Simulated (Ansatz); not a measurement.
# Si2Mo (I4/mmm) in Ansatz: a series of runs

The runs below take Si2Mo through single point, with r2SCAN0, r2SCANh, r2SCAN50, HF.

Everything below comes from runs of Ansatz 0.2.0. Logs are shortened: lines on timing, memory, paths and dates and some standing lists are left out, and cuts for length are marked.

### Step 1. The structure

Symmetry: I4/mmm, No. 139, tetragonal system. Conventional cell: a = 3.200 Å, b = 3.200 Å, c = 7.861 Å, α = 90.00°, β = 90.00°, γ = 90.00°. Mo (site symmetry 4/mmm) is surrounded by 10 Si at 2.62 Å. Si (site symmetry 4mm) is surrounded by 5 Si at 2.61 to 2.63 Å and 5 Mo at 2.62 Å.

### Step 2. Single point, r2SCAN0

Input file input:

```
crystal:
  lattice:
    - [-1.6, 1.6, 3.9305]
    - [1.6, -1.6, 3.9305]
    - [1.6, 1.6, -3.9305]
  atoms:
    - { symbol: Mo, position: [0.0, 0.0, 0.0] }
    - { symbol: Si, position: [0.667, 0.667, 0.0] }
    - { symbol: Si, position: [0.333, 0.333, 0.0] }
hamiltonian:
  xc: r2scan0
  pseudopotentials: { kind: paw }
kpoints:
  mp_grid: { grid: [6, 6, 6] }
scf:
  occupations: { method: fermi_dirac, width: 0.05 }
output:
  forces: true
  stress: true
  eigenvalues: true
```

Potentials or basis: Ansatz PAW.

Standard output:

```text
Warning: output.stress: scf.convergence.dr2_threshold = 1e-7 eV (the SCF's general default) is looser than the 3e-10 eV advised for a printed stress (1e-10 eV for each atom of the cell: 3). What an SCF threshold leaves in a stress goes as its square root, and in the free energy as the threshold itself, and one threshold admits the most on a small cell: of the crystals measured, under no hybrid functional and no lock of the moments, on runs that ended without the residual-converged pass, on stresses that held no estimate of that error, the worst erred by over 100 MPa in a component at 1e-7 eV an atom and by under 5 at 1e-10. Set scf.convergence.dr2_threshold to 3e-10 eV or tighter. The threshold is an SCF's pass mark: one that does not reach it within its budget of iterations ends unconverged, or closes short of it on a stop that the run arms, and scf.convergence.dr2_threshold's page says what that costs each kind of run
Warning: output.stress: scf.exx.energy_threshold = 1e-6 eV is looser than the 3e-8 eV advised for a stress under a hybrid functional (1e-8 eV for each atom of the cell: 3). Every SCF of the exchange loop can meet its threshold on dr2 while the loop round them stops early: no threshold on dr2 bounds what that leaves in the stress. Set scf.exx.energy_threshold to 3e-8 eV or tighter. The threshold is the loop's pass mark: a loop that does not reach it within its budget of cycles ends unconverged, and scf.exx.energy_threshold's page has the law
basis.fft_grid_basis auto: the FFT boxes are laid along the combinations [[1, 0, 1], [0, 1, 1], [0, 0, 1]] of the cell's own vectors, 3.200, 3.200 and 4.535 Å long. The dense box has 24×24×36 points. Along the cell's own vectors, as sized, it would have 36×36×36, 2.25 times as many. Of the 16 symmetry operations that the crystal satisfies within crystal.symmetry.tolerance (time reversal apart; of a slab, those that keep its plane) the dense box along the cell's own vectors carries 16, and the one as laid loses 12 of those. basis.fft_grid_basis: typed keeps the cell's own vectors: state it where this run's energies or levels are differenced outside the engine with another run's, or held beside a run that keeps those vectors.
GPUs: using 1 of 1 available (devices: 1).
Engine: ansatz 0.2.0, x86_64-unknown-linux-gnu
Pseudopotentials: kind: paw
Pseudopotential: Mo, paw, valence charge 14, recommended cutoff 500 eV (meta_gga), Mo.paw.azcp
Pseudopotential: Si, paw, valence charge 4, recommended cutoff 500 eV (meta_gga), Si.paw.azcp
Functional definition: r2SCAN0
  parameter a = 0.25
  parameter k0 = 0.174
  parameter k1 = 0.065
  parameter a1 = 4.9479
  exchange = (1 - a)*r2scan_x(k0 = k0, k1 = k1, a1 = a1) + a*exact_x
  correlation = r2scan_c
device memory: the entry about to start is reckoned to put 0.7 GiB on a device that reports 62.5 GiB free (of which the cap on the GPU budget leaves the run 18.0 GiB)
GPU FFT provider: cuFFT
GPU libraries: cuBLAS 13.8.2, cuFFT 12.4.0, cuSOLVER 12.3.4
Crystal: 3 atoms, lattice volume = 40.248 Å³
Basis set: ecut = 500 eV, 1039 PW (Γ), FFT grids on a1+a3, a2+a3, a3, exchange–correlation on 96×96×144 points (64 copies of the dense FFT grid, shifted against one another)
Bands: 15, of which v1, the nominal top of the filled ones, is band 11 counted from 1 (10 counted from 0)
Symmetry: 16 space group operations
Space group: I4/mmm (ITA 139), of the structure as read, at distance tolerance 3.4e-5 Å
k-points: 30 of 216
Non-local potential: Mo, projectors of the file, l = 0: 3, l = 1: 2, l = 2: 2, l = 3: 1
Non-local potential: Si, projectors of the file, l = 0: 2, l = 1: 2, l = 2: 2
PAW form: soft (Blöchl's): semilocal exchange-correlation on the pseudo side does not see the compensation charge
PAW frozen core: Mo, regenerated for the run's functional, and the local potential with it (the file was generated under x = pbe(κ = 0.804, μ = 0.2195149727645171), c = pbe(β = 0.06672455060314922))
PAW frozen core: Si, regenerated for the run's functional, and the local potential with it (the file was generated under x = pbe(κ = 0.804, μ = 0.2195149727645171), c = pbe(β = 0.06672455060314922))
PAW one-centre angular grid: Mo, 590 points (default); XC on 160 Gauss nodes
[... 49 lines left out ...]
SCF iter   3: F=—  HF=-6245.868272 eV  |F-HF|=—  |Δ(HF+E_count)|=   4.00e-9  Δρ=3.07e-6  dr2=3.22e-9  dr2_τ=5.10e-10  ethr=3.00e-10  ⟨swp⟩=3.8  Hψ=1091  notcnv=0  defer=1
SCF iter   4: F=—  HF=-6245.868272 eV  |F-HF|=—  |Δ(HF+E_count)|=  3.60e-10  Δρ=1.50e-6  dr2=1.27e-9  dr2_τ=1.89e-10  ethr=1.32e-11  ⟨swp⟩=4.2  Hψ=1230  notcnv=0
SCF iter   5: F=-6245.868272 eV  HF=-6245.868272 eV  |F-HF|=4.18e-11  |Δ(HF+E_count)|=  5.26e-10  Δρ=6.41e-7  dr2=8.09e-11  dr2_τ=3.46e-11  ethr=5.54e-12  ⟨swp⟩=3.5  Hψ=933  notcnv=0
SCF 3 converged in 5 iterations: F = -6245.868272 eV  dr2 = 8.09e-11
  Residual-converged pass: ⟨swp⟩=3.1  Hψ=1088  notcnv=0  max |occ|·‖R‖ = 2.6e-7 eV (tolerance 2.7e-7 eV)  dr2=8.43e-11  dr2_τ=3.74e-11  dr2_onsite=2.59e-12  max |Δocc| = 1.2e-14
hybrid outer 2: dexx = +1.955e-7 eV, tail = 7.07e-9 eV, Δε = 7.56e-4 eV (about 2.08e-5 eV left of the loop's levels), ΔF = 5.28e-4 eV/Å (tail 1.87e-4)
hybrid SCF converged: 2 outer / 11 inner (+8 warm-up), last move |dexx| = 1.95e-7 eV, tail = 7.07e-9 eV
Stability not checked: this state was not tested for a lower state beside it, because the functional holds exact exchange (a hybrid, or Hartree-Fock), whose exchange loop this test does not read (fock_operator; see scf.lower_state_search)
Free energy (F): -6245.868272 eV
Frozen-core exchange: fock
Harris-Foulkes:  -6245.868272 eV  (|F-HF|=4.18e-11)
Internal energy: -6245.868207 eV  (E = F + TS)
E sigma→0 (E₀):  -6245.868239 eV
Entropy (-TS):   -0.000066 eV (-0.022 meV/atom)
Fermi energy:    16.182178 eV
--- Per-component energies (eV) ---
  E_band       = -100.664076
  E_kinetic    = 529.435600
  E_local      = -1139.401376  (includes V_loc(G=0)·N_el)
  E_nonlocal   = 187.755723
  E_hartree    = 424.729580
  E_xc         = -222.462220
  E_vxc        = -277.089283  (∫ρ·V_xc dr)
  E_exx        = -62.812952  (= α·E_x^exact, valence–valence)
  E_paw        = -4254.806070  (= ΣΔE_a)
  E_vpaw       = -139.483765  (= ΣTr[D̂ρ^β])
  E_aug_tail   = 0.000022  (compensation charges beyond the density's cutoff)
  E_vtau       = 14.285949  (kinetic-family band-sum trace: ∫τ·v_τ [+ j·A + Jᵃ·Aᵃ] dr)
  E_ewald      = -1707.522119
  E_core_change = -0.784395  (= ΣΔE_core)
  E_smearing   = -0.000066  (= −TS)
  E_closure    = 0.000000  (closes the sum)
  Σ components = -6245.868272   (vs F -6245.868272, Δ=0.00e0)
--- Forces (eV/Å), atoms counted from 1 ---
  atom   1  Mo     0.00000000     0.00000000     0.00000000
  atom   2  Si    -0.00000000     0.00000000    -0.52316985
  atom   3  Si     0.00000000     0.00000000     0.52316985
  max |Σ_I F_I| component: 1.11e-16 eV/Å
--- Stress (GPa, compression-positive) ---
       -5.284694       0.000000      -0.000000
        0.000000      -5.284694       0.000000
       -0.000000      -0.000000      -8.685255
  P = ⅓ Tr σ = -6.4182 GPa (-64.182 kbar)
--- Band table (eV; the first three rows and the last of 30) ---
  k-point 0: bands = ["-50.5880", "-22.8790", "-22.7229", "-22.7229", "-0.1390", "8.0794", "11.5346", "12.1440", "12.2372", "12.2372", "16.4652", "19.8291", "19.9330", "20.4512", "20.4512"]
  k-point 1: bands = ["-50.5764", "-22.8642", "-22.7990", "-22.7927", "0.8239", "8.8354", "9.9063", "10.4045", "12.3813", "13.3489", "13.6631", "19.0866", "20.4545", "20.6337", "20.8818"]
  k-point 2: bands = ["-50.5535", "-22.9389", "-22.9314", "-22.8334", "3.2896", "8.2749", "8.4735", "9.2982", "12.2676", "12.6309", "13.2091", "19.2647", "20.2555", "20.3946", "20.4797"]
  k-point 29: bands = ["-50.5877", "-22.9055", "-22.7242", "-22.7242", "1.9932", "3.8046", "11.5713", "12.9743", "14.7848", "14.7848", "15.0798", "15.0798", "16.7153", "21.6919", "22.6775"]
```

Run time: 32 s. Hardware: 1 × NVIDIA H100 80GB HBM3 with 2 threads of AMD EPYC 7R13 (Zen 3), shared host; peak memory 2.7 GiB.

What came out:

```
Free energy            : -6245.8683 eV
Pressure               : -6.4 GPa
Largest force          : 0.523 eV/Å
Band gap on the k mesh : none (metal or under the smearing width)
```

Forces on the atoms (eV/Å):
```
Mo   0.000  0.000  0.000
Si   0.000  0.000 -0.523
Si   0.000  0.000  0.523
```

Caveat: the k mesh is coarse (spacing up to 0.46 Å⁻¹), so the values aren't converged, least of all with exact exchange; the PAW data sets come from PBE, with cores solved anew for the run's functional, which leaves a small shift of forces and pressure; the thresholds are loose for stress.

### Step 3. Single point, r2SCANh

Edit input of step 2 so:

```diff
@@ -10,3 +10,3 @@
 hamiltonian:
-  xc: r2scan0
+  xc: r2scanh
   pseudopotentials: { kind: paw }
@@ -20 +20,5 @@
   eigenvalues: true
+  write_density: true
+  write_potential: true
+  elf: true
+  volumetric_format: npy
```

Potentials or basis: Ansatz PAW.

It took 16 s on 1 × NVIDIA H100 80GB HBM3 with 2 threads of AMD EPYC 7R13 (Zen 3), shared host; peak memory 2.5 GiB.

Results (log left out):

| Quantity | Value |
| --- | --- |
| Free energy | -6246.6218 eV |
| Pressure | -3.5 GPa |
| Largest force | 0.408 eV/Å |
| Band gap on the k mesh | none (metal or under the smearing width) |

Forces in eV/Å, atoms in the order of the input:
```
Mo   0.000  0.000  0.000
Si   0.000  0.000 -0.408
Si   0.000  0.000  0.408
```

Stress tensor (GPa, compression positive):
```
-2.56  0.00  0.00
 0.00 -2.56  0.00
 0.00  0.00 -5.45
```

Levels at points of the mesh, in eV from the Fermi level:
| k point | band 7 | band 8 | band 9 | band 10 | band 11 | band 12 | band 13 | band 14 | band 15 |
| --- | --- | --- | --- | --- | --- | --- | --- | --- | --- |
| (0.00, 0.00, 0.00) | -4.03 | -3.50 | -3.31 | -3.31 | 0.33 | 3.41 | 3.50 | 3.97 | 3.97 |
| (0.00, 0.00, -0.50) | -6.65 | -5.98 | -5.29 | -3.77 | -1.71 | 2.90 | 3.24 | 3.39 | 3.64 |
| (0.00, -0.50, 0.00) | -5.73 | -5.31 | -3.15 | -3.14 | -0.92 | 2.81 | 3.34 | 4.63 | 4.66 |
| (-0.50, -0.50, -0.50) | -4.04 | -2.74 | -0.96 | -0.96 | -0.83 | -0.83 | 0.52 | 5.15 | 6.04 |

Caveat: the k mesh is coarse (spacing up to 0.46 Å⁻¹), so the values aren't converged, least of all with exact exchange; the PAW data sets come from PBE, with cores solved anew for the run's functional, which leaves a small shift of forces and pressure; the thresholds are loose for stress.

### Step 4. Single point, r2SCAN50

Edit input of step 3 so:

```diff
@@ -10,3 +10,3 @@
 hamiltonian:
-  xc: r2scanh
+  xc: r2scan50
   pseudopotentials: { kind: paw }
```

It took 35 s on 1 × NVIDIA H100 80GB HBM3 with 2 threads of AMD EPYC 7R13 (Zen 3), shared host; peak memory 2.7 GiB.

It converged, with:

```
Free energy            : -6244.6820 eV
Pressure               : -10.9 GPa
Largest force          : 0.737 eV/Å
Band gap on the k mesh : none (metal or under the smearing width)
```

Forces in eV/Å, atoms in the order of the input:
```
Mo   0.000  0.000  0.000
Si   0.000  0.000 -0.737
Si   0.000  0.000  0.737
```

Stress tensor (GPa, compression positive):
```
 -9.34   0.00   0.00
  0.00  -9.34   0.00
  0.00   0.00 -13.95
```

Levels at points of the mesh, in eV from the Fermi level:
```tsv
k point	band 9	band 10	band 11	band 12	band 13	band 14
(0.00, 0.00, 0.00)	-4.91	-4.78	-0.55	4.15	4.25	4.86
(0.00, 0.00, -0.50)	-7.10	-5.51	-3.11	4.30	4.60	4.69
(0.00, -0.50, 0.00)	-4.78	-4.51	-2.09	4.25	4.40	5.62
(-0.50, -0.50, -0.50)	-2.06	-2.06	-1.41	-1.41	0.61	6.21
```

Caveat: the k mesh is coarse (spacing up to 0.46 Å⁻¹), so the values aren't converged, least of all with exact exchange; the PAW data sets come from PBE, with cores solved anew for the run's functional, which leaves a small shift of forces and pressure; the thresholds are loose for stress.

### Step 5. Single point, HF

Edit input of step 4 so:

```diff
@@ -10,3 +10,3 @@
 hamiltonian:
-  xc: r2scan50
+  xc: hf
   pseudopotentials: { kind: paw }
```

Potentials or basis: Ansatz PAW.

Standard output:

```text
Warning: output.stress: scf.convergence.dr2_threshold = 1e-7 eV (the SCF's general default) is looser than the 3e-10 eV advised for a printed stress (1e-10 eV for each atom of the cell: 3). What an SCF threshold leaves in a stress goes as its square root, and in the free energy as the threshold itself, and one threshold admits the most on a small cell: of the crystals measured, under no hybrid functional and no lock of the moments, on runs that ended without the residual-converged pass, on stresses that held no estimate of that error, the worst erred by over 100 MPa in a component at 1e-7 eV an atom and by under 5 at 1e-10. Set scf.convergence.dr2_threshold to 3e-10 eV or tighter. The threshold is an SCF's pass mark: one that does not reach it within its budget of iterations ends unconverged, or closes short of it on a stop that the run arms, and scf.convergence.dr2_threshold's page says what that costs each kind of run
Warning: output.stress: scf.exx.energy_threshold = 1e-6 eV is looser than the 3e-8 eV advised for a stress under a hybrid functional (1e-8 eV for each atom of the cell: 3). Every SCF of the exchange loop can meet its threshold on dr2 while the loop round them stops early: no threshold on dr2 bounds what that leaves in the stress. Set scf.exx.energy_threshold to 3e-8 eV or tighter. The threshold is the loop's pass mark: a loop that does not reach it within its budget of cycles ends unconverged, and scf.exx.energy_threshold's page has the law
GPUs: using 1 of 1 available (devices: 1).
[... 1 set-up line as earlier in the session ...]
[... 275 lines left out ...]
  max |Σ_I F_I| component: 2.22e-16 eV/Å
--- Stress (GPa, compression-positive) ---
        3.733539       0.000000      -0.000000
        0.000000       3.733539      -0.000000
       -0.000000       0.000000      -4.708610
  P = ⅓ Tr σ = 0.9195 GPa (9.195 kbar)
--- Band table (eV; the first three rows and the last of 30) ---
  k-point 0: bands = ["-61.1445", "-29.8341", "-29.5614", "-29.5614", "-4.6566", "6.0709", "10.3399", "10.8953", "10.8953", "12.1462", "15.6615", "23.0678", "23.7500", "23.8604", "23.8604"]
  k-point 1: bands = ["-61.1294", "-29.8156", "-29.6716", "-29.6647", "-3.4437", "7.0061", "8.0746", "8.7213", "12.0644", "12.3461", "12.6605", "22.5625", "24.6721", "24.7648", "25.0586"]
  k-point 2: bands = ["-61.0988", "-29.8728", "-29.8668", "-29.7734", "-0.3319", "6.0630", "6.2244", "7.3230", "11.2674", "11.2952", "12.4601", "23.0304", "23.9991", "24.5216", "25.6732"]
  k-point 29: bands = ["-61.1450", "-29.8677", "-29.5586", "-29.5586", "-1.9066", "0.2935", "11.5276", "12.8225", "14.3931", "14.3931", "15.8119", "15.8119", "18.0206", "25.4499", "27.4227"]
```

rho_z.tsv:

```text
# z_ang	rho[e/angstrom^3]
# format = ansatz-planar-average/11
# lattice	-1.600000000	1.600000000	3.930500000
# lattice	1.600000000	-1.600000000	3.930500000
# lattice	1.600000000	1.600000000	-3.930500000
# sites	3
# site	42	0.000000000	0.000000000	0.000000000
# site	14	0.000000000	0.000000000	5.243287000
# site	14	0.000000000	0.000000000	2.617713000
0.000000	8.534068e-1
0.141728	8.471389e-1
0.283455	8.283443e-1
0.425183	7.971964e-1
0.566911	7.544302e-1
0.708639	7.018009e-1
[... 24 lines left out ...]
4.251832	8.283443e-1
4.393560	8.471389e-1
```

v_z.tsv:

```text
# z_ang	v_es[eV]	v_tot[eV]
# format = ansatz-planar-average/11
# xc	hf
# density_cutoff_ev	1680
# datasets	Mo=:simpson_from_first_knot:soft:fock:shift=391999	Si=:simpson_from_first_knot:soft:fock:shift=-291064
# lattice	-1.600000000	1.600000000	3.930500000
# lattice	1.600000000	-1.600000000	3.930500000
# lattice	1.600000000	1.600000000	-3.930500000
# sites	3
# site	42	0.000000000	0.000000000	0.000000000
# site	14	0.000000000	0.000000000	5.243287000
# site	14	0.000000000	0.000000000	2.617713000
0.000000	-6.199952e0	-6.199952e0
0.141728	-5.990878e0	-5.990878e0
0.283455	-5.370295e0	-5.370295e0
0.425183	-4.358511e0	-4.358511e0
0.566911	-2.989784e0	-2.989784e0
0.708639	-1.312076e0	-1.312076e0
[... 24 lines left out ...]
4.251832	-5.370295e0	-5.370295e0
4.393560	-5.990878e0	-5.990878e0
```

Wall time 20 s (1 × NVIDIA H100 80GB HBM3 with 2 threads of AMD EPYC 7R13 (Zen 3), shared host); peak memory 2.3 GiB.

What came out:

```
Free energy            : -6150.2764 eV
Pressure               : 0.9 GPa
Largest force          : 1.133 eV/Å
Band gap on the k mesh : none (metal or under the smearing width)
```

Forces in eV/Å, atoms in the order of the input:
```
Mo   0.000  0.000  0.000
Si   0.000  0.000 -1.133
Si   0.000  0.000  1.133
```

Caveat: the k mesh is coarse (spacing up to 0.46 Å⁻¹), so the values aren't converged, least of all with exact exchange; the PAW data sets come from PBE, with cores solved anew for the run's functional, which leaves a small shift of forces and pressure; forces of over 1 eV/Å show positions far from the minimum, so gaps and moduli don't describe the material at rest; the thresholds are loose for stress.

### Step 6. Overview

| level | cutoff (eV) | gap on the mesh (eV) | pressure (GPa) | largest force (eV/Å) |
| --- | --- | --- | --- | --- |
| r2SCAN0 | 500 | none | -6.4 | 0.52 |
| r2SCANh | 500 | none | -3.5 | 0.41 |
| r2SCAN50 | 500 | none | -10.9 | 0.74 |
| HF | 420 | none | 0.9 | 1.13 |

Alike in all rows: task single point; potentials or basis Ansatz PAW; no spin polarisation; cell as given; k mesh 6 × 6 × 6; smearing fermi-dirac 0.05 eV; the mesh is coarse, so values aren't converged.

Caveats: all runs use coarse meshes; the PAW data sets come from PBE, with cores solved anew for the run's functional, which leaves a small shift of forces and pressure; the thresholds are loose for stress; forces of over 1 eV/Å show positions far from the minimum, so gaps and moduli don't describe the material at rest (some runs).

Absolute energies hang on the potentials; compare differences alone.
